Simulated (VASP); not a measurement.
Here is a VASP 6.6.1 calculation.

INCAR

```
PREC = Accurate
ENCUT = 500
EDIFF = 1E-6
ISMEAR = 0
SIGMA = 0.02
LREAL = False
LASPH = True
NELM = 80
ALGO = Fast
ISIF = 2
LWAVE = False
LCHARG = True
GGA = PE
LELF = True
LVHAR = True
NBANDS = 16
```

Contents of KPOINTS:

```
regular mesh
0
Gamma
  7 7 7
```

POSCAR

```
HgTe
1.0
    0.0000000000      3.1800000000      3.1800000000
    3.1800000000      0.0000000000      3.1800000000
    3.1800000000      3.1800000000      0.0000000000
Hg Te
1 1
Cartesian
    0.0000000000      0.0000000000      0.0000000000
    3.1800000000      3.1800000000      3.1800000000
```

Potentials or basis: VASP PAW PBE potentials, release 64 (Hg, Te).

The run is started by

```console
$ cat potpaw_PBE.64/Hg/POTCAR potpaw_PBE.64/Te/POTCAR > POTCAR
$ mpirun -np 1 vasp_std > vasp.out
```

(1) Predict the band gap on the k mesh.

(2) Predict the pressure.

Answers

(1) none (metal or under the smearing width).

(2) -3.7 GPa.
